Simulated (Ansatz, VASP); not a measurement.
# Two plane-wave programs on BiS

File INCAR:

```
PREC = Accurate
ENCUT = 520
EDIFF = 1E-6
ISMEAR = 0
SIGMA = 0.05
LREAL = False
LASPH = True
NELM = 100
ALGO = Normal
ISIF = 2
LWAVE = False
LCHARG = True
GGA = PE
LELF = True
LVHAR = True
NBANDS = 18
```

Contents of KPOINTS:

```
Automatic mesh
0
Gamma
  10 10 10
```

File POSCAR:

```
BiS
1.0
    3.5798271504      0.0000000000      0.0000000000
    0.0000000000      3.5798271504      0.0000000000
    0.0000000000      0.0000000000      3.5798271504
Bi S
1 1
Direct
    0.0000000000      0.0000000000      0.0000000000
    0.5000000000      0.5000000000      0.5000000000
```

Input for Ansatz:

```yaml
crystal:
  lattice:
    - [3.5798271504, 0.0, 0.0]
    - [0.0, 3.5798271504, 0.0]
    - [0.0, 0.0, 3.5798271504]
  atoms:
    - { symbol: Bi, position: [0.0, 0.0, 0.0] }
    - { symbol: S, position: [0.5, 0.5, 0.5] }
basis:
  ecutwfc: 420
  ecutrho_ratio: 4
kpoints:
  mp_grid: { grid: [10, 10, 10] }
hamiltonian:
  xc: pbe
scf:
  occupations: { method: gaussian, width: 0.05 }
output:
  forces: true
  stress: true
  eigenvalues: true
```

Alike in both runs: task single point; functional PBE; k mesh 10 × 10 × 10; occupations gaussian, width 0.05 eV; no spin polarisation.

```csv
,VASP,Ansatz
version,VASP 6.6.1,Ansatz 0.2.0
potentials or method,"VASP PAW PBE potentials, release 64 (Bi_d, S)","scalar-relativistic, plane waves, PAW"
plane-wave cutoff (eV),520,420
valence electrons in the cell,21,21
```

Ansatz gave:

```
gap on the k mesh at the Fermi level (eV) : none
pressure (GPa)                            : 0.0
```

**Question.** What did VASP give for the same quantities?

**Answer.** gap on the k mesh at the Fermi level (eV): none; pressure (GPa): -0.1.

A gap of «none» marks a metal or a gap that the smearing closes. The functional is the same, so the differences come from potentials, cutoffs and numerics.

Caveats: spin-orbit coupling is left out, which moves the levels of the heavy elements.
